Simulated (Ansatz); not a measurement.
Compressing Ag: a fit and a missing row

Ag, Fm-3m, a = 4.147 Å. Ansatz: PBE, PAW, 420 eV, Γ-centred 18×18×18 mesh on 1 atom, Gaussian smearing 0.10 eV; no spin polarisation. Symmetry fixes shape and atoms, so the cell is only scaled; pressure is positive in compression.

| V (Å³/atom) | P (GPa) |
| --- | --- |
| 16.762 | ? |
| 17.297 | 3.07 |
| 17.832 | 0.01 |
| 18.367 | -2.48 |
| 18.902 | -4.49 |

Q: Take V0 = 17.832 Å³/atom, count pressures from its P0 = 0.01 GPa, fit the third-order Birch–Murnaghan form to the other rows, and predict the missing pressure.

A: With the Eulerian strain f = ½[(V0/V)^(2/3) − 1] and y = (P − P0)/[3f(1 + 2f)^(5/2)], the form is the line y = B0 + 1.5 B0 (B0′ − 4) f. Rows (f, y): 0.01026, 94.5; -0.00976, 89.3; -0.01905, 86.8. Means f = -0.006183, y = 90.200; Σ(Δf)² = 0.0004487, ΣΔfΔy = 0.1177; the slope is their ratio. y = 91.82 + 262.2 f GPa, so B0 = 91.8 GPa and B0′ = 4 + 2 × (262.2)/(3 × 91.82) = 5.90. At V = 16.762, f = 0.02106, y = 97.34 and P = 6.83 GPa. The run gave 6.83 GPa, the same to the digits shown. The form still works here, 33 % of the fitted range beyond its end.